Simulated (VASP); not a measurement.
AlN: relaxation of shape and atoms at fixed volume with PBE

Crystal: AlN.

```
CELL_PARAMETERS angstrom
3.06479 0.00000 0.00000
-1.53239 2.65418 0.00000
0.00000 0.00000 4.91420
ATOMIC_POSITIONS crystal
Al 0.33333 0.66667 0.99926
Al 0.66667 0.33333 0.49926
N 0.33333 0.66667 0.38074
N 0.66667 0.33333 0.88074
```

The cell isn't the ideal one: a relaxed cell with its volume scaled by 0.94.

```json
{
 "Program": "VASP 6.6.1",
 "Task": "relaxation of shape and atoms at fixed volume",
 "Functional": "PBE",
 "Potentials or basis": "VASP PAW PBE potentials, release 64 (Al, N)",
 "Cutoff": "520 eV",
 "k mesh": "12 × 12 × 6",
 "Occupations": "gaussian, width 0.02 eV",
 "Spin": "no spin polarisation",
 "Further INCAR settings": "ALGO = Normal; EDIFF = 0.05; IBRION = 2; EDIFFG = -0.002; NSW = 80; ISIF = 4"
}
```

* Energy gained by relaxing: -0.9 meV/atom
* Ionic steps: 32
* Pressure after relaxing: 13.5 GPa
* Band gap on the k mesh: 4.58 eV, direct

Step by step:
| step | energy change (eV) | largest force (eV/Å) | pressure (GPa) | volume (Å³) |
| --- | --- | --- | --- | --- |
| 1 | 0.0000 | 0.0221 | 18.35 | 39.97 |
| 2 | 0.0037 | 0.0352 | 13.46 | 39.97 |
| 3 | 0.0043 | 0.0686 | 13.45 | 39.97 |
| 4 | 0.0055 | 0.0590 | 13.38 | 39.97 |
| 5 | 0.0055 | 0.0696 | 13.39 | 39.97 |
| 6 | 0.0055 | 0.0760 | 13.40 | 39.97 |
| 7 | 0.0054 | 0.0844 | 13.41 | 39.97 |
| 8 | 0.0054 | 0.0752 | 13.40 | 39.97 |
| 9 | 0.0052 | 0.0485 | 13.38 | 39.97 |
| 10 | 0.0052 | 0.0057 | 13.35 | 39.97 |
| 11 | 0.0052 | 0.0225 | 13.37 | 39.97 |
| 12 | 0.0051 | 0.0238 | 13.38 | 39.97 |
| 13 | 0.0048 | 0.0223 | 13.39 | 39.97 |
| 14 | 0.0043 | 0.0196 | 13.41 | 39.97 |
| 15 | 0.0036 | 0.0153 | 13.46 | 39.97 |
| 16 | 0.0032 | 0.0035 | 13.56 | 39.97 |
| 17 | 0.0067 | 0.0089 | 13.75 | 39.97 |
| 18 | 0.0041 | 0.0346 | 13.61 | 39.97 |
| 19 | 0.0035 | 0.0169 | 13.56 | 39.97 |
| 20 | 0.0036 | 0.0087 | 13.55 | 39.97 |
| 21 | 0.0035 | 0.0052 | 13.54 | 39.97 |
| 22 | 0.0035 | 0.0336 | 13.52 | 39.97 |
| 23 | 0.0035 | 0.0323 | 13.51 | 39.97 |
| 24 | 0.0035 | 0.0282 | 13.51 | 39.97 |
| 25 | 0.0035 | 0.0042 | 13.50 | 39.97 |
| 26 | 0.0035 | 0.0051 | 13.50 | 39.97 |
| 27 | 0.0035 | 0.0027 | 13.50 | 39.97 |
| 28 | 0.0035 | 0.0010 | 13.50 | 39.97 |
| 29 | 0.0035 | 0.0024 | 13.50 | 39.97 |
| 30 | 0.0035 | 0.0011 | 13.50 | 39.97 |
| 31 | 0.0035 | 0.0014 | 13.51 | 39.97 |
| 32 | 0.0035 | 0.0011 | 13.52 | 39.97 |

Final structure:
```xyz
4
Lattice="3.0688 0.0000 0.0000 -1.5344 2.6576 0.0000 0.0000 0.0000 4.9015" Properties=species:S:1:pos:R:3 pbc="T T T"
Al    0.0000    1.7717    4.8949
Al    1.5344    0.8859    2.4441
N     0.0000    1.7717    1.8692
N     1.5344    0.8859    4.3199
```

Levels at points of the mesh, in eV from the valence-band top:
```tsv
k point	band 4	band 5	band 6	band 7	band 8	band 9	band 10	band 11	band 12
(0.00, 0.00, 0.00)	-0.93	-0.93	-0.26	-0.26	0.00	4.58	7.00	10.97	11.42
(0.50, 0.00, 0.00)	-4.29	-3.47	-2.19	-1.86	-0.74	5.90	5.93	8.54	10.57
(0.00, 0.00, 0.50)	-3.41	-0.61	-0.61	-0.61	-0.61	6.82	6.82	10.67	10.67
(0.50, 0.00, 0.50)	-5.80	-1.54	-1.54	-1.42	-1.42	5.44	5.44	9.50	9.50
```

Wall time 82 s on 1 thread of Intel(R) Xeon(R) 6975P-C (Granite Rapids) (shared host), peak memory 0.17 GiB.

A k mesh can miss the band edges.
